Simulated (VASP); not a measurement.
# AlN (P6_3mc) in VASP: notebook

Runs on AlN. Level: PBE. Tasks: relaxation of cell and atoms, relaxation of shape and atoms at fixed volume.

Program: VASP 6.6.1. These are calculated values, not measurements. Logs are shortened: lines on timing, memory, paths and dates and some standing lists are left out, and cuts for length are marked.

**1. Starting point**

The structure is hexagonal, space group P6_3mc (No. 186). Conventional cell: a = 3.113 Å, b = 3.113 Å, c = 4.981 Å, α = 90.00°, β = 90.00°, γ = 120.00°. Al (site symmetry 3m) has 4 N at 1.89 Å as nearest neighbours. N (site symmetry 3m) has 4 Al at 1.89 Å as nearest neighbours.

**2. Relaxation of cell and atoms, PBE**

Input file INCAR:

```
PREC = Accurate
ENCUT = 300
EDIFF = 1E-6
ISMEAR = 0
SIGMA = 0.03
LREAL = False
LASPH = True
NELM = 80
ALGO = Normal
ISIF = 3
LWAVE = False
LCHARG = False
GGA = PE
IBRION = 2
NSW = 90
EDIFFG = -0.01
```

Input file KPOINTS:

```
regular mesh
0
Gamma
  6 6 3
```

Input file POSCAR:

```
AlN
1.0
    3.1130000000      0.0000000000      0.0000000000
   -1.5565000000      2.6959370820      0.0000000000
    0.0000000000      0.0000000000      4.9810000000
Al N
2 2
Direct
    0.3333333333      0.6666666667      0.0000000000
    0.6666666667      0.3333333333      0.5000000000
    0.3333333333      0.6666666667      0.3800000000
    0.6666666667      0.3333333333      0.8800000000
```

Potentials or basis: VASP PAW PBE potentials, release 64 (Al, N_s).

The run is started by

```bash
cat potpaw_PBE.64/Al/POTCAR potpaw_PBE.64/N_s/POTCAR > POTCAR
mpirun -np 1 vasp_std > vasp.out
```

OUTCAR:

```text
PREC = Accurate
   ENCUT = 300
   EDIFF = 1E-6
   ISMEAR = 0
   LREAL = False
   LASPH = True
   NELM = 80
   ISIF = 3
   GGA = PE
   IBRION = 2
   NSW = 90
   EDIFFG = -0.01

 ion  position               nearest neighbor table
   1  0.333  0.667  0.000-   3 1.89   4 1.89   4 1.89   4 1.89   2 3.07   2 3.07   2 3.07   2 3.07
                             2 3.07   2 3.07
   2  0.667  0.333  0.500-   4 1.89   3 1.89   3 1.89   3 1.89   1 3.07   1 3.07   1 3.07   1 3.07
                             1 3.07   1 3.07
   3  0.333  0.667  0.380-   1 1.89   2 1.89   2 1.89   2 1.89
   4  0.667  0.333  0.880-   2 1.89   1 1.89   1 1.89   1 1.89

  LATTYP: Found a hexagonal cell.
 ALAT       =     3.1130000000
 C/A-ratio  =     1.6000642467

  Lattice vectors:

 A1 = (   3.1130000000,   0.0000000000,   0.0000000000)
 A2 = (  -1.5565000000,   2.6959370820,   0.0000000000)
 A3 = (   0.0000000000,   0.0000000000,   4.9810000000)

Analysis of symmetry for initial positions (statically):
=====================================================================
 Subroutine PRICEL returns:
 Original cell was already a primitive cell.

 Routine SETGRP: Setting up the symmetry group for a
 hexagonal supercell.

 Subroutine GETGRP returns: Found 12 space group operations
 (whereof  6 operations were pure point group operations)
 out of a pool of 24 trial point group operations.

The static configuration has the point symmetry C_3v.
 The point group associated with its full space group is C_6v.

Analysis of symmetry for dynamics (positions and initial velocities):
=====================================================================
 Subroutine PRICEL returns:
 Original cell was already a primitive cell.

 Routine SETGRP: Setting up the symmetry group for a
 hexagonal supercell.

 Subroutine GETGRP returns: Found 12 space group operations
 (whereof  6 operations were pure point group operations)
 out of a pool of 24 trial point group operations.

The dynamic configuration has the point symmetry C_3v.
 The point group associated with its full space group is C_6v.

 Subroutine INISYM returns: Found 12 space group operations
 (whereof  6 operations are pure point group operations),
 and found     1 'primitive' translations

----------------------------------------------------------------------------------------

                                     Primitive cell

  volume of cell :      41.8028

[... 75 lines left out ...]
   ISPIN  =      1    spin polarized calculation?
   LNONCOLLINEAR =      F non collinear calculations
   LSORBIT =      F    spin-orbit coupling
   LASPH  =      T    aspherical Exc in radial PAW
   ENCUT  =  300.0 eV  22.05 Ry    4.70 a.u.   4.40  4.40  7.03*2*pi/ulx,y,z
   NELM   =     80;   NELMIN=  2; NELMDL= -5     # of ELM steps
   EDIFF  = 0.1E-05   stopping-criterion for ELM
   LREAL  =      F    real-space projection
   EDIFFG = -.1E-01   stopping-criterion for IOM
   NSW    =     90    number of steps for IOM
   IBRION =      2    ionic relax: 0-MD 1-quasi-New 2-CG
   NFREE  =      1    steps in history (QN), initial steepest desc. (CG)
   ISIF   =      3    stress and relaxation
   ISYM   =      2    0-nonsym 1-usesym 2-fastsym
   POTIM  = 0.5000    time-step for ionic-motion
   TEBEG  =    0.0;   TEEND  =   0.0 temperature during run
   PSTRESS=    0.0 pullay stress
   NELECT =      16.0000    total number of electrons
   NUPDOWN=      -1.0000    fix difference up-down
   EMIN   =  10.00;   EMAX   =-10.00  energy-range for DOS
   EFERMI =   0.00;   METHOD = LEGACY
   ISMEAR =     0;   SIGMA  =   0.03  broadening in eV -4-tet -1-fermi 0-gaus
   EFERMI_NEDOS =   21; number of points for ismear=-14 and -15
   IALGO  =     38    algorithm
   IMIX   =      4    mixing-type and parameters
     AMIX     =   0.40;   BMIX     =  1.00
     AMIX_MAG =   1.60;   BMIX_MAG =  1.00
  volume/ion in A,a.u.               =      10.45        70.52
  Fermi-wavevector in a.u.,A,eV,Ry     =   1.188629  2.246183 19.222843  1.412839
  Thomas-Fermi vector in A             =   2.324754
   LORBIT       =      0    0 simple, 1 ext, 2 COOP (PROOUT), +10 PAW based schemes
   GGA     = PE    functional components
   LHFCALC =     F    Hartree Fock is set to
   AEXX    =    0.0000 exact exchange contribution
   IVDW    =     0    specifies the selected vdW correction
   LEPSILON=     F    determine dielectric tensor
   LRPA    =     F    only Hartree local field effects (RPA)
 conjugate gradient relaxation of ions
 non-spin polarized calculation
 Gauss-broadening in eV      SIGMA  =   0.03
  energy-cutoff  :      300.00
  volume of cell :       41.80
 maximum number of plane-waves:       513
 NGX is ok and might be reduce to    18
   NGX =  9   NGY =  9   NGZ = 15

--------------------------------------- Ionic step        1  -------------------------------------------

 number of electron      16.0000005 magnetization

 Free energy of the ion-electron system (eV)
  ---------------------------------------------------
  ext. energy  EPLUGINS =         0.00000000
  ---------------------------------------------------
  free energy    TOTEN  =       -29.75448532 eV

  energy without entropy =      -29.75448532  energy(sigma->0) =      -29.75448532

------------------------ aborting loop because EDIFF is reached ----------------------------------------

  FORCE on cell =-STRESS in cart. coord.  units (eV):
  Direction    XX          YY          ZZ          XY          YZ          ZX
  --------------------------------------------------------------------------------------
  -------------------------------------------------------------------------------------
  Total        0.5184559      0.5184559      0.9509423      0.0000000     -0.0000000     -0.0000000
  in kB       19.8708766     19.8708766     36.4467938      0.0000000     -0.0000000     -0.0000000
  external PRESSURE =      25.3961823 kB  Pullay stress =       0.0000000 kB
[... 139 lines left out ...]
--------------------------------------- Ionic step        5  -------------------------------------------

 number of electron      16.0000002 magnetization

 Free energy of the ion-electron system (eV)
  ---------------------------------------------------
  ext. energy  EPLUGINS =         0.00000000
  ---------------------------------------------------
  free energy    TOTEN  =       -29.75966939 eV

  energy without entropy =      -29.75966939  energy(sigma->0) =      -29.75966939

 E-fermi :   6.5794     XC(G=0): -10.8562

 val. band max:        6.3686854887   @ k =   0.0000   0.0000   0.0000
 cond. band min:      10.4773057354   @ k =   0.0000   0.0000   0.0000
 fundamental gap:      4.1086202467
 Fermi energy:         6.5793622151

 k-point     1 :       0.0000    0.0000    0.0000
  band No.  band energies     occupation
      1      -8.7376      2.00000
      2      -6.6300      2.00000
      3       0.4289      2.00000
      4       5.5214      2.00000
      5       5.5214      2.00000
      6       6.1655      2.00000
      7       6.1655      2.00000
      8       6.3687      2.00000
      9      10.4773      0.00000
     10      12.9469      0.00000
     11      16.8791      0.00000
     12      17.4648      0.00000
[... 224 lines left out ...]
  FREE ENERGIE OF THE ION-ELECTRON SYSTEM (eV)
  ---------------------------------------------------
  free  energy   TOTEN  =       -29.7596693945 eV

  energy  without entropy=      -29.7596693945  energy(sigma->0) =      -29.75966939

 reached required accuracy - stopping structural energy minimisation
```

Run time: 6.4 s. Hardware: 1 thread of Intel Xeon 6975P-C (Granite Rapids), shared host; peak memory 0.11 GiB.

These settings aren't checked as converged: the numbers below hold their error.

Results:

* Free energy: -29.7597 eV
* Relaxed volume: 10.57 Å³/atom
* Relaxed cell: a = 3.123 Å, b = 3.123 Å, c = 5.007 Å, α = 90.00°, β = 90.00°, γ = 120.00°
* Space group after relaxing (to 0.05 Å): P6_3mc (No. 186)
* Energy gained by relaxing: 1.3 meV/atom
* Ionic steps: 5
* Largest force after relaxing: 0.007 eV/Å
* Band gap on the k mesh: 4.11 eV, direct

Caveat: the k mesh is coarse (spacing up to 0.42 Å⁻¹), so the values aren't converged; the cutoff is under 1.25 times the usual one of these potentials, so pressure, stress and relaxed cells hold a basis-set (Pulay) error.

**3. Relaxation of cell and atoms, PBE**

This run uses another cell than the first one, of 10.57 Å³/atom, 1.012 times its volume.

INCAR, as its differences from that of step 2:

```diff
@@ -2,3 +2,3 @@
 ENCUT = 300
-EDIFF = 1E-6
+EDIFF = 1E-7
 ISMEAR = 0
@@ -15,2 +15,2 @@
 NSW = 90
-EDIFFG = -0.01
+EDIFFG = -0.005
```

KPOINTS is that of step 2.

Input file POSCAR:

```
AlN                                     
1.0
    3.1230898998      0.0000000000     -0.0000000000
   -1.5615449499      2.7046751916     -0.0000000000
    0.0000000000     -0.0000000000      5.0071819091
  Al              N             
     2     2
Direct
     0.3333333332999970    0.6666666667000030    0.9992757087922699
     0.6666666667000030    0.3333333332999970    0.4992757087922698
     0.3333333332999970    0.6666666667000030    0.3807242912077327
     0.6666666667000030    0.3333333332999970    0.8807242912077327
```

Potentials or basis: VASP PAW PBE potentials, release 64 (Al, N_s).

The run is started by

```bash
cat potpaw_PBE.64/Al/POTCAR potpaw_PBE.64/N_s/POTCAR > POTCAR
mpirun -np 1 vasp_std > vasp.out
```

It took 5.1 s on 1 thread of Intel Xeon 6975P-C (Granite Rapids), shared host; peak memory 0.11 GiB.

These settings aren't checked as converged: the numbers below hold their error.

Results:

| Quantity | Value |
| --- | --- |
| Free energy | -29.7631 eV |
| Relaxed volume | 10.58 Å³/atom |
| Relaxed cell | a = 3.124 Å, b = 3.124 Å, c = 5.008 Å, α = 90.00°, β = 90.00°, γ = 120.00° |
| Space group after relaxing (to 0.05 Å) | P6_3mc (No. 186) |
| Energy gained by relaxing | 0.0 meV/atom |
| Ionic steps | 3 |
| Band gap on the k mesh | 4.10 eV, direct |

Caveat: the cutoff is under 1.25 times the usual one of these potentials, so pressure, stress and relaxed cells hold a basis-set (Pulay) error.

**4. Relaxation of cell and atoms, PBE**

Input file INCAR:

```
  ALGO = Normal
  EDIFF = 1E-6
  EDIFFG = -0.01
  ENCUT = 600
  GGA = PE
  IBRION = 2
  ISIF = 3
  ISMEAR = 0
  LASPH = T
  LCHARG = F
  LREAL = F
  LWAVE = F
  NELM = 80
  NSW = 90
  PREC = Accurate
  SIGMA = 0.03
```

Input file KPOINTS:

```
k-points
0
Gamma
  12 12 6
```

Input file POSCAR:

```
AlN
1.0
    3.1130000000      0.0000000000      0.0000000000
   -1.5565000000      2.6959370820      0.0000000000
    0.0000000000      0.0000000000      4.9810000000
Al N
2 2
Direct
    0.3333333333      0.6666666667      0.0000000000
    0.6666666667      0.3333333333      0.5000000000
    0.3333333333      0.6666666667      0.3800000000
    0.6666666667      0.3333333333      0.8800000000
```

Potentials or basis: VASP PAW PBE potentials, release 64 (Al, N).

The run is started by

```bash
cat potpaw_PBE.64/Al/POTCAR potpaw_PBE.64/N/POTCAR > POTCAR
mpirun -np 1 vasp_std > vasp.out
```

Run time: 2.6 min. Hardware: 1 thread of Intel Xeon Platinum 8375C at 2.90GHz (Ice Lake), shared host; peak memory 0.2 GiB.

Results (log left out):

```yaml
Free_energy: -29.7826 eV
Relaxed_volume: 10.62 Å³/atom
Relaxed_cell: a = 3.127 Å, b = 3.127 Å, c = 5.018 Å, α = 90.00°, β = 90.00°, γ = 120.00°
Space_group_after_relaxing_to_0.05_Å: P6_3mc (No. 186)
Energy_gained_by_relaxing: 2.1 meV/atom
Ionic_steps: 3
Pressure_after_relaxing: 0.0 GPa
Largest_force_after_relaxing: 0.004 eV/Å
Band_gap_on_the_k_mesh: 4.07 eV, direct
```

Forces in eV/Å, atoms in the order of the input:
```
Al   0.000  0.000 -0.004
Al   0.000  0.000 -0.004
N    0.000  0.000  0.004
N    0.000  0.000  0.004
```

Stress tensor (GPa, compression positive):
```
 0.07  0.00  0.00
 0.00  0.07  0.00
 0.00  0.00 -0.07
```

Step by step:
```csv
step,energy change (eV),largest force (eV/Å),pressure (GPa),volume (Å³)
1,0.0000,0.1289,3.35,41.80
2,-0.0017,0.0910,-2.80,43.14
3,-0.0083,0.0042,0.02,42.50
```

Final structure:
```
Al N
1.0
     3.12734    0.00000    0.00000
    -1.56367    2.70836    0.00000
     0.00000    0.00000    5.01754
Al N
2 2
Direct
  0.33333 0.66667 0.99934
  0.66667 0.33333 0.49934
  0.33333 0.66667 0.38066
  0.66667 0.33333 0.88066
```

Levels at points of the mesh, in eV from the valence-band top:
```tsv
k point	band 6	band 7	band 8	band 9	band 10	band 11
(0.00, 0.00, 0.00)	-0.19	-0.19	0.00	4.07	6.54	10.47
(0.50, 0.00, 0.00)	-2.05	-1.74	-0.68	5.77	5.78	8.05
(0.00, 0.00, 0.50)	-0.52	-0.52	-0.52	6.33	6.33	10.18
(0.50, 0.00, 0.50)	-1.43	-1.34	-1.34	5.25	5.25	9.16
```

A k mesh can miss the band edges. Zero-point motion and thermal expansion aren't in these numbers.

**5. Relaxation of cell and atoms, PBE**

This run uses another cell than the first one, of 10.62 Å³/atom, 1.017 times its volume.

INCAR, as its differences from that of step 4:

```diff
@@ -1,4 +1,4 @@
   ALGO = Normal
-  EDIFF = 1E-6
-  EDIFFG = -0.01
+  EDIFF = 1E-7
+  EDIFFG = -0.005
   ENCUT = 600
```

KPOINTS is that of step 4.

Input file POSCAR:

```
AlN                                     
1.0
    3.1273442091      0.0000000000      0.0000000000
   -1.5636721045      2.7083595314      0.0000000000
    0.0000000000      0.0000000000      5.0175425414
  Al              N             
     2     2
Direct
     0.3333333332999970    0.6666666667000030    0.9993379579579507
     0.6666666667000030    0.3333333332999970    0.4993379579579508
     0.3333333332999970    0.6666666667000030    0.3806620420420518
     0.6666666667000030    0.3333333332999970    0.8806620420420519
```

The run is started by

```bash
cat potpaw_PBE.64/Al/POTCAR potpaw_PBE.64/N/POTCAR > POTCAR
mpirun -np 1 vasp_std > vasp.out
```

Run time: 1.9 min. Hardware: 1 thread of Intel Xeon Platinum 8375C at 2.90GHz (Ice Lake), shared host; peak memory 0.2 GiB.

Results (log left out):

```
Free energy                  : -29.7835 eV
Energy gained by relaxing    : 0.0 meV/atom
Ionic steps                  : 2
Pressure after relaxing      : 0.0 GPa
Largest force after relaxing : 0.005 eV/Å
Band gap on the k mesh       : 4.06 eV, direct
```

Forces on the atoms (eV/Å):
```
Al   0.000  0.000 -0.005
Al   0.000  0.000 -0.005
N    0.000  0.000  0.005
N    0.000  0.000  0.005
```

Final structure:
```
CELL_PARAMETERS angstrom
3.12787 0.00000 0.00000
-1.56393 2.70881 0.00000
0.00000 0.00000 5.01593
ATOMIC_POSITIONS crystal
Al 0.33333 0.66667 0.99930
Al 0.66667 0.33333 0.49930
N 0.33333 0.66667 0.38070
N 0.66667 0.33333 0.88070
```

Levels at points of the mesh, in eV from the valence-band top:
| k point | band 6 | band 7 | band 8 | band 9 | band 10 | band 11 |
| --- | --- | --- | --- | --- | --- | --- |
| (0.00, 0.00, 0.00) | -0.20 | -0.20 | 0.00 | 4.06 | 6.53 | 10.47 |
| (0.50, 0.00, 0.00) | -2.05 | -1.74 | -0.68 | 5.77 | 5.77 | 8.04 |
| (0.00, 0.00, 0.50) | -0.53 | -0.53 | -0.53 | 6.33 | 6.33 | 10.18 |
| (0.50, 0.00, 0.50) | -1.44 | -1.35 | -1.35 | 5.25 | 5.25 | 9.16 |

A k mesh can miss the band edges. As with any semilocal functional, this PBE gap is likely too small.

**6. Relaxation of shape and atoms at fixed volume, PBE (a relaxed cell with its volume scaled by 0.94)**

Input file INCAR:

```
  ALGO = Fast
  EDIFF = 1E-7
  EDIFFG = -0.01
  ENCUT = 600
  GGA = PE
  IBRION = 2
  ISIF = 4
  ISMEAR = 0
  LASPH = T
  LCHARG = F
  LREAL = F
  LWAVE = F
  NELM = 80
  NSW = 40
  PREC = Accurate
  SIGMA = 0.03
```

KPOINTS is that of step 5.

Input file POSCAR:

```
AlN                                     
1.0
    3.0640142395      0.0000000000      0.0000000000
   -1.5320071197      2.6535141689     -0.0000000000
    0.0000000000     -0.0000000000      4.9135310531
  Al              N             
     2     2
Direct
     0.3333333332999970    0.6666666667000030    0.9992990147967694
     0.6666666667000030    0.3333333332999970    0.4992990147967694
     0.3333333332999970    0.6666666667000030    0.3807009852032331
     0.6666666667000030    0.3333333332999970    0.8807009852032331
```

Potentials or basis: VASP PAW PBE potentials, release 64 (Al, N).

The run is started by

```bash
cat potpaw_PBE.64/Al/POTCAR potpaw_PBE.64/N/POTCAR > POTCAR
mpirun -np 1 vasp_std > vasp.out
```

Wall time 1.9 min (1 thread of Intel Xeon Platinum 8375C at 2.90GHz (Ice Lake), shared host); peak memory 0.17 GiB.

It converged, with:

```yaml
Free_energy: -29.6778 eV
Energy_gained_by_relaxing: 0.1 meV/atom
Ionic_steps: 5
Pressure_after_relaxing: 13.5 GPa
Band_gap_on_the_k_mesh: 4.58 eV, direct
```

The path:
```csv
step,energy change (eV),largest force (eV/Å),pressure (GPa)
1,0.0000,0.0290,13.64
2,-0.0004,0.0303,13.58
3,-0.0005,0.0314,13.55
4,-0.0005,0.0369,13.53
5,-0.0006,0.0009,13.54
```

Final structure:
```yaml
crystal:
  lattice:
    - [3.06892, 0.00000, 0.00000]
    - [-1.53446, 2.65777, 0.00000]
    - [0.00000, 0.00000, 4.89782]
  atoms:
    - { symbol: Al, position: [0.33333, 0.66667, 0.99858] }
    - { symbol: Al, position: [0.66667, 0.33333, 0.49858] }
    - { symbol: N, position: [0.33333, 0.66667, 0.38142] }
    - { symbol: N, position: [0.66667, 0.33333, 0.88142] }
```

Levels at points of the mesh, in eV from the valence-band top:
```
           k point  band 4  band 5  band 6  band 7  band 8  band 9  band 10  band 11  band 12
(0.00, 0.00, 0.00)   -0.94   -0.94   -0.27   -0.27    0.00    4.58     7.00    10.98    11.41
(0.50, 0.00, 0.00)   -4.29   -3.47   -2.20   -1.86   -0.74    5.90     5.93     8.54    10.58
(0.00, 0.00, 0.50)   -3.41   -0.61   -0.61   -0.61   -0.61    6.82     6.82    10.68    10.68
(0.50, 0.00, 0.50)   -5.81   -1.55   -1.55   -1.42   -1.42    5.45     5.45     9.50     9.50
```

A k mesh can miss the band edges.
